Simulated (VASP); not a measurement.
# Cu (Fm-3m) in VASP: settings compared

Aim: see how the results for Cu move with the level of theory and the settings. Levels: PBE+D3(BJ), PBE, PBEsol. Tasks: relaxation of the atoms, relaxation of cell and atoms.

Everything below comes from runs of VASP 6.6.1. Logs are shortened: lines on timing, memory, paths and dates and some standing lists are left out, and cuts for length are marked.

## Step 1: The crystal as given

Symmetry: Fm-3m, No. 225, cubic system. Conventional cell: a = 3.615 Å, b = 3.615 Å, c = 3.615 Å, α = 90.00°, β = 90.00°, γ = 90.00°. Cu (site symmetry m-3m) has 12 Cu at 2.56 Å as nearest neighbours.

## Step 2: Relaxation of the atoms, PBE+D3(BJ) (a relaxed cell with its volume scaled by 1.06)

File INCAR:

```
SYSTEM = Cu
PREC = Accurate ; ENCUT = 600
EDIFF = 1E-7 ; ISMEAR = 1
SIGMA = 0.1 ; LREAL = .False.
LASPH = .True. ; NELM = 80
ALGO = Normal ; ISIF = 2
LWAVE = .False. ; LCHARG = .False.
GGA = PE ; IVDW = 12
IBRION = 2 ; NSW = 40
EDIFFG = -0.01
```

File KPOINTS:

```
Automatic mesh
0
Gamma
  18 18 18
  0 0 0
```

File POSCAR:

```
Cu                                      
1.0
    0.0000000000      1.8194390204      1.8194390204
    1.8194390204     -0.0000000000      1.8194390204
    1.8194390204      1.8194390204     -0.0000000000
  Cu            
     1
Direct
     0.0000000000000000    1.0000000000000000    0.0000000000000000
```

Potentials or basis: VASP PAW PBE potentials, release 64 (Cu).

On the command line:

```bash
$ cat potpaw_PBE.64/Cu/POTCAR > POTCAR
$ mpirun -np 1 vasp_std > vasp.out
```

OUTCAR:

```text
SYSTEM = Cu
   PREC = Accurate
   ENCUT = 600
   EDIFF = 1E-7
   ISMEAR = 1
   LREAL = .False.
   LASPH = .True.
   NELM = 80
   ISIF = 2
   GGA = PE
   IVDW = 12
   IBRION = 2
   NSW = 40
   EDIFFG = -0.01
 IVDW          = 12

 ion  position               nearest neighbor table
   1  0.000  0.000  0.000-

  LATTYP: Found a face centered cubic cell.
 ALAT       =     3.6388780408

  Lattice vectors:

 A1 = (   0.0000000000,   1.8194390204,   1.8194390204)
 A2 = (   1.8194390204,   0.0000000000,   1.8194390204)
 A3 = (   1.8194390204,   1.8194390204,   0.0000000000)

Analysis of symmetry for initial positions (statically):
=====================================================================
 Subroutine PRICEL returns:
 Original cell was already a primitive cell.

 Routine SETGRP: Setting up the symmetry group for a
 face centered cubic supercell.

 Subroutine GETGRP returns: Found 48 space group operations
 (whereof 48 operations were pure point group operations)
 out of a pool of 48 trial point group operations.

The static configuration has the point symmetry O_h .

Analysis of symmetry for dynamics (positions and initial velocities):
=====================================================================
 Subroutine PRICEL returns:
 Original cell was already a primitive cell.

 Routine SETGRP: Setting up the symmetry group for a
 face centered cubic supercell.

 Subroutine GETGRP returns: Found 48 space group operations
 (whereof 48 operations were pure point group operations)
 out of a pool of 48 trial point group operations.

The dynamic configuration has the point symmetry O_h .

 Subroutine INISYM returns: Found 48 space group operations
 (whereof 48 operations are pure point group operations),
 and found     1 'primitive' translations

----------------------------------------------------------------------------------------

                                     Primitive cell

  volume of cell :      12.0460

  direct lattice vectors                    reciprocal lattice vectors
     0.000000000  1.819439020  1.819439020    -0.274809980  0.274809980  0.274809980
     1.819439020  0.000000000  1.819439020     0.274809980 -0.274809980  0.274809980
     1.819439020  1.819439020  0.000000000     0.274809980  0.274809980 -0.274809980

  length of vectors
     2.573075339  2.573075339  2.573075339     0.475984847  0.475984847  0.475984847

  position of ions in fractional coordinates (direct lattice)
     0.000000000  0.000000000  0.000000000

  ion indices of the primitive-cell ions
   primitive index   ion index
                 1           1

----------------------------------------------------------------------------------------

 KPOINTS: Automatic mesh

Automatic generation of k-mesh.
 Grid dimensions read from file:
 generate k-points for:   18   18   18

 Generating k-lattice:

  Cartesian coordinates                     Fractional coordinates (reciprocal lattice)
    -0.015267221  0.015267221  0.015267221     0.055555556  0.000000000  0.000000000
     0.015267221 -0.015267221  0.015267221     0.000000000  0.055555556  0.000000000
     0.015267221  0.015267221 -0.015267221     0.000000000  0.000000000  0.055555556

  Length of vectors
     0.026443603  0.026443603  0.026443603

  Shift w.r.t. Gamma in fractional coordinates (k-lattice)
     0.000000000  0.000000000  0.000000000

 Subroutine IBZKPT returns following result:
 ===========================================

 Found    195 irreducible k-points:

 Following reciprocal coordinates:
            Coordinates               Weight
  0.000000  0.000000  0.000000      1.000000
  0.055556  0.000000  0.000000      8.000000
  0.111111  0.000000  0.000000      8.000000
  0.166667  0.000000  0.000000      8.000000
  0.222222  0.000000  0.000000      8.000000
  0.277778  0.000000  0.000000      8.000000
[... 16 lines left out ...]
 -0.277778  0.055556  0.000000     24.000000
 -0.222222  0.055556  0.000000     24.000000
 [... further k-points ...]
   k-points           NKPTS =    195   k-points in BZ     NKDIM =    195   number of bands    NBANDS=      9
   number of dos      NEDOS =    301   number of ions     NIONS =      1
   total plane-waves  NPLWV =  13824
   dimension x,y,z NGX =    24 NGY =   24 NGZ =   24
   dimension x,y,z NGXF=    48 NGYF=   48 NGZF=   48
   ions per type =               1
   NGX,Y,Z   is equivalent  to a cutoff of  15.51, 15.51, 15.51 a.u.
   NGXF,Y,Z  is equivalent  to a cutoff of  31.01, 31.01, 31.01 a.u.
 SYSTEM =  Cu
   PREC   = accura    normal or accurate (medium, high low for compatibility)
   ISTART =      0    job   : 0-new  1-cont  2-samecut
   ICHARG =      2    charge: 1-file 2-atom 10-const
   ISPIN  =      1    spin polarized calculation?
   LNONCOLLINEAR =      F non collinear calculations
   LSORBIT =      F    spin-orbit coupling
   LASPH  =      T    aspherical Exc in radial PAW
   ENCUT  =  600.0 eV  44.10 Ry    6.64 a.u.   5.14  5.14  5.14*2*pi/ulx,y,z
   NELM   =     80;   NELMIN=  2; NELMDL= -5     # of ELM steps
   EDIFF  = 0.1E-06   stopping-criterion for ELM
   LREAL  =      F    real-space projection
   EDIFFG = -.1E-01   stopping-criterion for IOM
   NSW    =     40    number of steps for IOM
   IBRION =      2    ionic relax: 0-MD 1-quasi-New 2-CG
   NFREE  =      1    steps in history (QN), initial steepest desc. (CG)
   ISIF   =      2    stress and relaxation
   ISYM   =      2    0-nonsym 1-usesym 2-fastsym
   POTIM  = 0.5000    time-step for ionic-motion
   TEBEG  =    0.0;   TEEND  =   0.0 temperature during run
   PSTRESS=    0.0 pullay stress
   NELECT =      11.0000    total number of electrons
   NUPDOWN=      -1.0000    fix difference up-down
   EMIN   =  10.00;   EMAX   =-10.00  energy-range for DOS
   EFERMI =   0.00;   METHOD = LEGACY
   ISMEAR =     1;   SIGMA  =   0.10  broadening in eV -4-tet -1-fermi 0-gaus
   EFERMI_NEDOS =   21; number of points for ismear=-14 and -15
   IALGO  =     38    algorithm
   IMIX   =      4    mixing-type and parameters
     AMIX     =   0.40;   BMIX     =  1.00
     AMIX_MAG =   1.60;   BMIX_MAG =  1.00
  volume/ion in A,a.u.               =      12.05        81.29
  Fermi-wavevector in a.u.,A,eV,Ry     =   1.588272  3.001399 34.322166  2.522608
  Thomas-Fermi vector in A             =   2.687301
   LORBIT       =      0    0 simple, 1 ext, 2 COOP (PROOUT), +10 PAW based schemes
   GGA     = PE    functional components
   LHFCALC =     F    Hartree Fock is set to
   AEXX    =    0.0000 exact exchange contribution
   IVDW    =    12    specifies the selected vdW correction
   LEPSILON=     F    determine dielectric tensor
   LRPA    =     F    only Hartree local field effects (RPA)
 conjugate gradient relaxation of ions
 non-spin polarized calculation
 Methfessel and Paxton  Order N= 1 SIGMA  =   0.10
  energy-cutoff  :      600.00
  volume of cell :       12.05
 maximum number of plane-waves:       419
 NGX is ok and might be reduce to    24
   NGX = 11   NGY = 11   NGZ = 11

 number of electron      10.9999999 magnetization

 Free energy of the ion-electron system (eV)
  ---------------------------------------------------
  ext. energy  EPLUGINS =         0.00000000
  ---------------------------------------------------
  free energy    TOTEN  =        -3.72847558 eV

  energy without entropy =       -3.72851801  energy(sigma->0) =       -3.72848973

 E-fermi :   7.3132     XC(G=0): -12.6107

 val. band max:        7.2586757382   @ k =   0.5000   0.3333   0.1667
 cond. band min:       7.3195479812   @ k =   0.5000   0.2778   0.1111
 fundamental gap:      0.0608722430
 Fermi energy:         7.3132249130

 k-point     1 :       0.0000    0.0000    0.0000
  band No.  band energies     occupation
      1      -1.8582      2.00000
      2       4.3832      2.00000
      3       4.3832      2.00000
      4       4.3832      2.00000
      5       5.1807      2.00000
      6       5.1807      2.00000
      7      29.7788      0.00000
      8      32.2710      0.00000
      9      32.2710      0.00000

 k-point     2 :       0.0556    0.0000    0.0000
  band No.  band energies     occupation
      1      -1.7472      2.00000
      2       4.3601      2.00000
      3       4.4040      2.00000
      4       4.4040      2.00000
      5       5.1725      2.00000
      6       5.1725      2.00000
      7      29.1050      0.00000
      8      30.9503      0.00000
      9      31.9071      0.00000

 k-point     3 :       0.1111    0.0000    0.0000
  band No.  band energies     occupation
      1      -1.4180      2.00000
      2       4.2972      2.00000
      3       4.4580      2.00000
      4       4.4580      2.00000
      5       5.1557      2.00000
      6       5.1557      2.00000
      7      26.6462      0.00000
      8      30.4194      0.00000
      9      31.2415      0.00000

 k-point     4 :       0.1667    0.0000    0.0000
  band No.  band energies     occupation
      1      -0.8829      2.00000
      2       4.2144      2.00000
      3       4.5176      2.00000
      4       4.5176      2.00000
      5       5.1560      2.00000
      6       5.1560      2.00000
      7      23.7877      0.00000
      8      30.1734      0.00000
      9      30.6067      0.00000

 k-point     5 :       0.2222    0.0000    0.0000
  band No.  band energies     occupation
      1      -0.1695      2.00000
      2       4.1481      2.00000
      3       4.5423      2.00000
      4       4.5423      2.00000
      5       5.2098      2.00000
      6       5.2098      2.00000
      7      20.9814      0.00000
      8      29.8400      0.00000
      9      30.0804      0.00000

 k-point     6 :       0.2778    0.0000    0.0000
  band No.  band energies     occupation
      1       0.6609      2.00000
      2       4.1633      2.00000
      3       4.5160      2.00000
      4       4.5160      2.00000
      5       5.3258      2.00000
      6       5.3258      2.00000
      7      18.3117      0.00000
      8      29.4163      0.00000
      9      29.6774      0.00000
[... 169 lines left out ...]
 k-point    21 :      -0.3889    0.0556    0.0000
  band No.  band energies     occupation
      1       2.2340      2.00000
      2       4.3625      2.00000
      3       4.4172      2.00000
      4       4.9698      2.00000
      5       5.5857      2.00000
      6       6.0541      2.00000
      7      13.0002      0.00000
      8      26.7018      0.00000
      9      28.9756      0.00000

 k-point    22 :      -0.3333    0.0556    0.0000
  band No.  band energies     occupation
      1       1.7761      2.00000
      2       4.4179      2.00000
      3       4.4380      2.00000
      4       4.4686      2.00000
      5       5.4370      2.00000
      6       5.7328      2.00000
      7      15.1251      0.00000
      8      26.6493      0.00000
      9      29.4891      0.00000

 k-point    23 :      -0.2778    0.0556    0.0000
  band No.  band energies     occupation
      1       1.0273      2.00000
      2       4.1521      2.00000
      3       4.4870      2.00000
      4       4.5293      2.00000
      5       5.2730      2.00000
      6       5.5313      2.00000
      7      17.5384      0.00000
      8      26.7745      0.00000
      9      30.1216      0.00000

 k-point    24 :      -0.2222    0.0556    0.0000
  band No.  band energies     occupation
      1       0.1884      2.00000
      2       4.1020      2.00000
      3       4.5355      2.00000
      4       4.5726      2.00000
      5       5.1351      2.00000
      6       5.3712      2.00000
      7      20.1527      0.00000
      8      27.0669      0.00000
      9      30.7677      0.00000

 [... further k-points ...]

------------------------ aborting loop because EDIFF is reached ----------------------------------------

 Edisp (eV)   -0.57114

 E8    (eV) :    -0.2447

  FORCE on cell =-STRESS in cart. coord.  units (eV):
  Direction    XX          YY          ZZ          XY          YZ          ZX
  --------------------------------------------------------------------------------------
  -------------------------------------------------------------------------------------
  Total      -0.61755    -0.61755    -0.61755    -0.00000    -0.00000     0.00000
  in kB     -82.13706   -82.13706   -82.13706    -0.00000    -0.00000     0.00000
  external pressure =      -82.14 kB  Pullay stress =        0.00 kB

 VOLUME and BASIS-vectors are now :
 -----------------------------------------------------------------------------
  energy-cutoff  :      600.00
  volume of cell :       12.05
      direct lattice vectors                 reciprocal lattice vectors
     0.000000000  1.819439020  1.819439020    -0.274809980  0.274809980  0.274809980
     1.819439020  0.000000000  1.819439020     0.274809980 -0.274809980  0.274809980
     1.819439020  1.819439020  0.000000000     0.274809980  0.274809980 -0.274809980

 POSITION                                       TOTAL-FORCE (eV/Angst)
 -----------------------------------------------------------------------------------
      0.00000      0.00000      0.00000         0.000000      0.000000      0.000000
 -----------------------------------------------------------------------------------
    total drift:                               -0.000000      0.000000     -0.000000

  FREE ENERGIE OF THE ION-ELECTRON SYSTEM (eV)
  ---------------------------------------------------
  free  energy   TOTEN  =        -4.2996148128 eV

  energy  without entropy=       -4.2996572354  energy(sigma->0) =       -4.29962895

 reached required accuracy - stopping structural energy minimisation
```

Run time: 9.5 s. Hardware: 1 thread of Intel Xeon 6975P-C (Granite Rapids), shared host; peak memory 0.16 GiB.

Results:

```yaml
Free_energy: -4.2996 eV
Pressure_after_relaxing: -8.2 GPa
Band_gap_on_the_k_mesh: none (metal or under the smearing width)
Dispersion_energy_per_atom: -0.571 eV
```

Final structure:
```yaml
crystal:
  lattice:
    - [0.00000, 1.81944, 1.81944]
    - [1.81944, 0.00000, 1.81944]
    - [1.81944, 1.81944, 0.00000]
  atoms:
    - { symbol: Cu, position: [0.00000, 0.00000, 0.00000] }
```

Caveat: the relaxation stopped at its first step, so nothing moved; pairwise dispersion overbinds metals, which lowers pressure and volume.

## Step 3: Relaxation of cell and atoms, PBE

File INCAR:

```
SYSTEM = Cu
PREC = Accurate ; ENCUT = 600
EDIFF = 1E-6 ; ISMEAR = 1
SIGMA = 0.1 ; LREAL = .FALSE.
LASPH = .TRUE. ; NELM = 80
ALGO = Normal ; ISIF = 3
LWAVE = .FALSE. ; LCHARG = .FALSE.
GGA = PE ; IBRION = 2
NSW = 90 ; EDIFFG = -0.01
KPAR = 2
```

File KPOINTS:

```
Automatic mesh
0
G
  18 18 18
  0 0 0
```

File POSCAR:

```
Cu
1.0
    0.0000000000      1.8075000000      1.8075000000
    1.8075000000      0.0000000000      1.8075000000
    1.8075000000      1.8075000000      0.0000000000
Cu
1
Direct
    0.0000000000      0.0000000000      0.0000000000
```

Potentials or basis: VASP PAW PBE potentials, release 64 (Cu).

On the command line:

```bash
$ cat potpaw_PBE.64/Cu/POTCAR > POTCAR
$ mpirun -np 2 vasp_std > vasp.out
```

Run time: 16 s. Hardware: 2 MPI ranks of Intel Xeon Platinum 8488C (Sapphire Rapids), shared host; peak memory 0.13 GiB.

Results (log left out):

* Free energy: -3.7285 eV
* Relaxed volume: 12.01 Å³/atom
* Relaxed cell: a = 2.571 Å, b = 2.571 Å, c = 2.571 Å, α = 60.00°, β = 60.00°, γ = 60.00°
* Space group after relaxing (to 0.05 Å): Fm-3m (No. 225)
* Energy gained by relaxing: 1.6 meV/atom
* Ionic steps: 3
* Pressure after relaxing: 0.1 GPa
* Band gap on the k mesh: none (metal or under the smearing width)

Step by step:
| step | energy change (eV) | largest force (eV/Å) | pressure (GPa) | volume (Å³) |
| --- | --- | --- | --- | --- |
| 1 | 0.0000 | 0.0000 | 2.58 | 11.81 |
| 2 | -0.0011 | 0.0000 | -1.33 | 12.14 |
| 3 | -0.0016 | 0.0000 | 0.07 | 12.01 |

Final structure:
```
Cu
1.0
     0.00000    1.81786    1.81786
     1.81786    0.00000    1.81786
     1.81786    1.81786    0.00000
Cu
1
Direct
  0.00000 0.00000 0.00000
```

Levels at points of the mesh, in eV from the Fermi level:
| k point | band 2 | band 3 | band 4 | band 5 | band 6 | band 7 | band 8 | band 9 |
| --- | --- | --- | --- | --- | --- | --- | --- | --- |
| (0.00, 0.00, 0.00) | -2.94 | -2.94 | -2.94 | -2.14 | -2.14 | 22.49 | 25.00 | 25.00 |
| (0.50, 0.00, 0.00) | -2.97 | -2.97 | -1.58 | -1.58 | -0.92 | 3.70 | 20.99 | 21.84 |
| (0.50, 0.50, 0.00) | -4.30 | -1.60 | -1.44 | -1.44 | 1.54 | 7.03 | 12.98 | 12.98 |

(Continued in part 2 of 2.)
